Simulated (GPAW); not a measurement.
The system is Au.

```
Au
1.0
    -1.65727    1.65727    1.65727
     1.65727   -1.65727    1.65727
     1.65727    1.65727   -1.65727
Au
1
Direct
  0.00000 0.00000 0.00000
```

This isn't the form of Au at room conditions, which is fcc.

```yaml
Program: GPAW 26.7.0
Task: relaxation of cell and atoms
Functional: PBEsol
Dispersion: D3
Potentials_or_basis: PAW data sets generated in the run's folder for this functional
Cutoff: 600 eV
Basis: pw
k_mesh: 11 × 11 × 11
Occupations: fermi-dirac, width 0.05 eV
Spin: no spin polarisation
```

At the start: pressure -9.1 GPa; volume 18.21 Å³/atom.

Task: Where does the relaxation end?

Result: Over 4 steps the energy falls by 35.6 meV/atom and the volume is 17.05 Å³/atom (-6.4 %); space group Im-3m (No. 229, to 0.05 Å).

The path:
```tsv
step	energy change (eV)	largest force (eV/Å)	pressure (GPa)	volume (Å³)
1	0.0000	0.0000	-9.08	18.21
2	-0.0314	0.0000	-3.42	17.42
3	-0.0355	0.0000	0.54	16.99
4	-0.0356	0.0000	-0.03	17.05
```

Final structure:
```yaml
crystal:
  lattice:
    - [-1.62131, 1.62131, 1.62131]
    - [1.62131, -1.62131, 1.62131]
    - [1.62131, 1.62131, -1.62131]
  atoms:
    - { symbol: Au, position: [0.00000, 0.00000, 0.00000] }
```

Caveat: with this Au data set, volumes or pressures lay over 1.5 % or 2 GPa off other programs in two to four cells of ten; later steps reuse the first step's grids; pairwise dispersion overbinds metals, which lowers pressure and volume.
